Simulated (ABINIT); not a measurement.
Ge:

```
CELL_PARAMETERS angstrom
3.99759 0.00000 0.00000
-1.99879 3.46201 0.00000
0.00000 0.00000 6.59938
ATOMIC_POSITIONS crystal
Ge 0.33333 0.66667 0.93710
Ge 0.66667 0.33333 0.43710
Ge 0.33333 0.66667 0.56290
Ge 0.66667 0.33333 0.06290
```

This isn't the form of Ge at room conditions, which is diamond.

Program: ABINIT 10.8.3 (patched build). Alike in all runs: task single point; potentials or basis Ansatz PAW PBE default generated set, frozen core; no spin polarisation; cell as given; k mesh 8 × 8 × 4; cutoff (eV) 490; smearing fermi-dirac 0.05 eV.

Order these runs on this cell by their pressure, lowest first.
A. level PW91
B. level r2SCAN
C. level BLYP
D. level LDA
E. level RPBE

D (-1.9 GPa), B (-0.1 GPa), A (2.8 GPa), E (4.7 GPa), C (6.6 GPa).

Caveats: the PAW data sets were made with another functional, which shifts forces and pressure a little; the atomic spheres overlap.

Runs at the PBE level aren't shown here.
